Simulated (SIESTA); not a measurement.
Crystal: KTaO3.

```xyz
5
Lattice="3.9883 0.0000 0.0000 0.0000 3.9883 0.0000 0.0000 0.0000 3.9883" Properties=species:S:1:pos:R:3 pbc="T T T"
Ta    0.0000    0.0000    0.0000
K     1.9942    1.9942    1.9942
O     0.0000    0.0000    1.9942
O     0.0000    1.9942    0.0000
O     1.9942    0.0000    0.0000
```

Base run:

* Program: SIESTA 5.4.2
* Functional: PBEsol
* Potentials or basis: PseudoDojo 0.4 standard (PBEsol files)
* Basis: DZP (energy shift 0.003 Ry; two zetas on semicore shells; d shell added on K)
* Grid cutoff: 800 Ry
* Energy shift: 0.003 Ry
* k mesh: 7 × 7 × 7
* Occupations: fermi-dirac, width 0.05 eV
* Spin: no spin polarisation

Its results: band gap on the k mesh 1.94 eV, indirect (least direct gap 2.46 eV); pressure 1.9 GPa.

Question: After a change of settings the same cell gave: band gap on the k mesh 1.89 eV, indirect (least direct gap 2.42 eV); pressure -3.8 GPa. Which change was it?
A. functional from PBEsol to LDA; potentials or basis from PseudoDojo 0.4 standard (PBEsol files) to PseudoDojo 0.4 standard (LDA files)
B. functional from PBEsol to PBE; potentials or basis from PseudoDojo 0.4 standard (PBEsol files) to PseudoDojo 0.4 standard (PBE files)
C. functional from PBEsol to AM05
D. functional from PBEsol to vdW-DF-cx; potentials or basis from PseudoDojo 0.4 standard (PBEsol files) to PseudoDojo 0.4 standard (PBE files)

Answer: A.

Caveats: short orbitals over semicore shells can move pressures by several GPa; spin-orbit coupling is left out, which moves the levels of the heavy elements; the basis of atomic orbitals isn't converged, which shifts pressures, moduli and gaps.

Not every run made on this cell is shown here.
